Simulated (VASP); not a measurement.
Input of a VASP 6.6.1 run:

The input INCAR:

```
PREC     = Accurate       # precision mode
ENCUT    = 520            # plane-wave cutoff, eV
EDIFF    = 1E-6           # SCF threshold, eV
ISMEAR   = 0              # smearing method
SIGMA    = 0.1            # smearing width, eV
LREAL    = F              # projectors in reciprocal space
LASPH    = T              # aspherical terms in the spheres
NELM     = 100            # most SCF steps
ALGO     = Fast           # electronic algorithm
ISIF     = 2              # what is computed and relaxed
LWAVE    = F              # write WAVECAR
LCHARG   = F              # write CHGCAR
GGA      = PE             # functional
NBANDS   = 18             # bands
```

KPOINTS

```
regular mesh
0
Gamma
  6 6 2
```

POSCAR

```
Sb
1.0
    3.5783976496      0.0000000000      0.0000000000
   -1.7891988248      3.0989832694      0.0000000000
    0.0000000000      0.0000000000     11.5410386985
Sb
4
Direct
    0.0000000000      0.0000000000      0.0000000000
    0.0000000000      0.0000000000      0.5000000000
    0.3333333333      0.6666666667      0.7500000000
    0.6666666667      0.3333333333      0.2500000000
```

Potentials or basis: VASP PAW PBE potentials, release 64 (Sb).

Command:

```console
$ cat potpaw_PBE.64/Sb/POTCAR > POTCAR
$ mpirun -np 1 vasp_std > vasp.out
```

Q: Predict the band gap on the k mesh.

A: None (metal or under the smearing width).

Q: Estimate the pressure.

A: -6.6 GPa.

Stress tensor (GPa, compression positive):
```
-7.68  0.00  0.00
 0.00 -7.68  0.00
 0.00  0.00 -4.59
```

Spin-orbit coupling is left out, which matters for the levels of Sb.
